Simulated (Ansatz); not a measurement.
Here is an Ansatz 0.2.0 calculation.

Contents of input.yaml:

```yaml
crystal:
  lattice:
    - [0.0, 2.034518, 2.034518]
    - [2.034518, 0.0, 2.034518]
    - [2.034518, 2.034518, 0.0]
  atoms:
    - { symbol: Al, position: [0.5, 0.5, 0.5] }
    - { symbol: "N", position: [0.0, 0.0, 0.0] }
hamiltonian:
  xc: pbe
  pseudopotentials: { kind: paw }
kpoints:
  mp_grid: { grid: [8, 8, 8] }
scf:
  occupations: { method: fixed }
phonons:
  method: dfpt
  dielectric: true
  rigid_motions: translations
```

Potentials or basis: Ansatz PAW.

Run with:

```console
$ ansatz run input.yaml --threads 2 --pin off --max-ram 5632MiB --backend cpu --events-out ev --progress --plain --runs-dir out
```

Question: What does it give for the electronic dielectric tensor (diagonal)?

Answer: 5.19.

Question: Predict the Born charges (mean of the diagonal).

Answer: Al +2.99; N -2.99 e.

Question: Estimate the static dielectric tensor (diagonal).

Answer: 19.76.

Question: What does it give for the band gap on the k mesh?

Answer: 4.45 eV, indirect (least direct gap 5.40 eV).

Question: Predict the highest phonon frequency at Γ, LO-TO splitting left out.

Answer: 441 cm⁻¹.

Phonon frequencies in cm⁻¹ (negative: imaginary):
| q point | frequencies |
| --- | --- |
| (0.000, 0.000, 0.000) | 0 0 0 441 441 441 |

A k mesh can miss the band edges. PBE gaps usually lie below the measured ones, often by a third to a half.
